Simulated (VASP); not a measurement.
Here is a VASP 6.6.1 calculation.

The input INCAR:

```
SYSTEM = RbBr
ALGO     = Normal         ! electronic algorithm
EDIFF    = 1E-7           ! SCF threshold, eV
ENCUT    = 520            ! plane-wave cutoff, eV
ISIF     = 2              ! what is computed and relaxed
ISMEAR   = -1             ! smearing method
LASPH    = .TRUE.         ! aspherical terms in the spheres
LCHARG   = .FALSE.        ! write CHGCAR
LMIXTAU  = .TRUE.       
LREAL    = .FALSE.        ! projectors in reciprocal space
LWAVE    = .FALSE.        ! write WAVECAR
METAGGA  = R2SCAN         ! meta-GGA
NELM     = 60             ! most SCF steps
PREC     = Accurate       ! precision mode
SIGMA    = 0.05           ! smearing width, eV
```

KPOINTS

```
k-points
0
G
  7 7 7
  0 0 0
```

The input POSCAR:

```
RbBr
1.0
    0.0000000000      3.4270000000      3.4270000000
    3.4270000000      0.0000000000      3.4270000000
    3.4270000000      3.4270000000      0.0000000000
Rb Br
1 1
Direct
    0.0000000000      0.0000000000      0.0000000000
    0.5000000000      0.5000000000      0.5000000000
```

Contents of KPOINTS_OPT:

```
path GXWKGLUWLK,UX
10
line-mode
reciprocal
 0.0000000000  0.0000000000  0.0000000000  G
 0.5000000000  0.0000000000  0.5000000000  X

 0.5000000000  0.0000000000  0.5000000000  X
 0.5000000000  0.2500000000  0.7500000000  W

 0.5000000000  0.2500000000  0.7500000000  W
 0.3750000000  0.3750000000  0.7500000000  K

 0.3750000000  0.3750000000  0.7500000000  K
 0.0000000000  0.0000000000  0.0000000000  G

 0.0000000000  0.0000000000  0.0000000000  G
 0.5000000000  0.5000000000  0.5000000000  L

 0.5000000000  0.5000000000  0.5000000000  L
 0.6250000000  0.2500000000  0.6250000000  U

 0.6250000000  0.2500000000  0.6250000000  U
 0.5000000000  0.2500000000  0.7500000000  W

 0.5000000000  0.2500000000  0.7500000000  W
 0.5000000000  0.5000000000  0.5000000000  L

 0.5000000000  0.5000000000  0.5000000000  L
 0.3750000000  0.3750000000  0.7500000000  K

 0.6250000000  0.2500000000  0.6250000000  U
 0.5000000000  0.0000000000  0.5000000000  X
```

Potentials or basis: VASP PAW PBE potentials, release 64 (Rb_sv, Br).

Run with:

```sh
$ cat potpaw_PBE.64/Rb_sv/POTCAR potpaw_PBE.64/Br/POTCAR > POTCAR
$ mpirun -np 1 vasp_std > vasp.out
```

(1) Estimate the band gap on the k mesh.

(2) Predict the band gap along the path.

(3) Predict the pressure.

## Answers

(1) 4.97 eV, direct.

(2) 4.97 eV, direct.

(3) 0.5 GPa.

Caveat: the PAW data sets were made with another functional, which shifts forces and pressure a little.
